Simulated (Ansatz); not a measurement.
# Which way does NaCl + KI ⇌ NaI + KCl run?

Plane-wave DFT in Ansatz with scalar-relativistic PAW potentials, cutoff 420 eV, Γ-centred meshes chosen by cell and gap, Gaussian smearing with energies taken to zero width. Every cell was relaxed (cell and atoms) in a run of its own, within the symmetry of its start. Functional: PBEsol.

Total energies hold large constants for each element; a whole number of eV per atom of each element is taken off below, which cancels in a balanced reaction.

| compound | lowest structure computed | structures tried | V (Å³/atom) | gap on mesh (eV) | E (eV per formula unit, common shift removed) |
| --- | --- | --- | --- | --- | --- |
| NaCl | Fm-3m | 2 | 21.98 | 5.01 | -3.2867 |
| KI | Fm-3m | 1 | 42.98 | 3.87 | -3.2552 |
| NaI | Fm-3m | 3 | 32.78 | 3.60 | -2.6816 |
| KCl | Fm-3m | 2 | 30.41 | 5.10 | -3.7412 |

Question: Work out the reaction energy at 0 K.

Answer: ΔE = E(NaI) + E(KCl) − E(NaCl) − E(KI) = 0.119 eV, or 11 kJ per mole of reaction (30 meV/atom). The left side is lower: Na takes Cl and K takes I. The smaller cation ends with the smaller anion, the pairing that gives the greater sum of ionic lattice energies, which go as 1/(r₊ + r₋). All four are computed as solids; where they are solids at ordinary conditions entropy changes little. A lower structure that wasn't tried would shift the value, and mixed crystals may lie lower than either side.

Spin-orbit coupling is left out, which matters for the bands of heavy elements.